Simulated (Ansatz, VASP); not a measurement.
# MgO: VASP beside Ansatz

```xyz
4
Lattice="3.2225 0.0000 0.0000 -1.6112 2.8477 0.0000 0.0000 0.0000 5.0344" Properties=species:S:1:pos:R:3 pbc="T T T"
Mg    0.0000    1.9059   -0.0435
Mg    1.6112    0.9418    2.4737
O     0.0000    1.9079    1.9314
O     1.6112    0.9398    4.4486
```

Change from the starting cell: uniaxial_x strain -2.0%.

Alike in both runs: task single point; functional PBE; k mesh 12 × 12 × 6; occupations fermi-dirac, width 0.02 eV; no spin polarisation.

|  | VASP | Ansatz |
| --- | --- | --- |
| version | VASP 6.6.1 | Ansatz 0.2.0 |
| potentials or method | VASP PAW PBE potentials, release 64 (Mg, O) | plane waves, PAW |
| plane-wave cutoff (eV) | 520 | 420 |
| valence electrons in the cell | 16 | 32 |

Ansatz gave:

- gap on the k mesh at the Fermi level (eV): 3.70
- pressure (GPa): 6.8
- largest component of the traceless stress (GPa): 1.38
- rms of the force components (eV/Å): 0.007

Problem. What did VASP give for the same quantities?

Solution. gap on the k mesh at the Fermi level (eV): 3.69; pressure (GPa): 6.4; largest component of the traceless stress (GPa): 1.39; rms of the force components (eV/Å): 0.007.

Atom by atom the forces differ by 0.000 eV/Å (rms over components). With one functional, cell and mesh, what is left measures potentials, basis and numerics. The two sets of potentials don't hold the same shells in valence.

A k mesh can miss the band edges.
